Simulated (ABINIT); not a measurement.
**GaAs: single point with PBE**

**What was measured.**

From “Evidence of valence band perturbations in GaAsN/GaAs(001): A combined variable-angle spectroscopic ellipsometry and modulated photoreflectance investigation”, 2008, arxiv:0805.2212, for a bulk crystal of GaAs at 300 K: band gap 1.418 ± 0.005 eV (direct).

Crystal: GaAs.

```
As Ga
1.0
     0.00000    2.82685    2.82685
     2.82685    0.00000    2.82685
     2.82685    2.82685    0.00000
As Ga
1 1
Cartesian
  4.2403 4.2403 4.2403
  0.0000 0.0000 0.0000
```

```json
{
 "Program": "ABINIT 10.8.3 (patched build)",
 "Task": "single point",
 "Functional": "PBE",
 "Potentials or basis": "JTH PAW PBE v2.0",
 "Cutoff": "463 eV",
 "k mesh": "10 × 10 × 10",
 "Occupations": "fermi-dirac, width 0.05 eV",
 "Spin": "no spin polarisation",
 "Fine-grid cutoff": "925.187 eV",
 "Exchange and correlation inside the PAW spheres": "full angular mesh (pawxcdev 0, this build's default; the released program takes 1)"
}
```

```json
{
 "Pressure": "3.2 GPa",
 "Band gap on the k mesh": "0.51 eV, direct",
 "Valence electrons inside the program's atomic spheres": "As 12.73; Ga 11.08"
}
```

Levels at points of the mesh, in eV from the valence-band top:
| k point | band 12 | band 13 | band 14 | band 15 | band 16 | band 17 |
| --- | --- | --- | --- | --- | --- | --- |
| (0.00, 0.00, 0.00) | 0.00 | 0.00 | 0.00 | 0.51 | 3.74 | 3.74 |
| (0.50, 0.00, 0.00) | -6.63 | -1.14 | -1.14 | 1.00 | 4.64 | 4.64 |
| (0.50, 0.50, 0.00) | -6.81 | -2.67 | -2.67 | 1.47 | 1.66 | 10.17 |

It took 27 s on 1 thread of Arm Neoverse V2, with other jobs on the host, peak memory 0.11 GiB.

A measured gap of GaAs is 1.418 eV (direct; 300 K; “Evidence of valence band perturbations in GaAsN/GaAs(001): A combined variable-angle spectroscopic ellipsometry and modulated photoreflectance investigation”, 2008, arxiv:0805.2212); the calculated 0.51 eV misses it by -0.91 eV. 3 values of this kind are on record (1.412 to 1.51 eV); this one was drawn at random among those near their median, those with a stated uncertainty first. Spin-orbit coupling on As, Ga is left out. The value is that of PBE on a finite k mesh, which can miss the band edges, without temperature or zero-point motion. Semilocal functionals fall short of measured gaps as a rule.
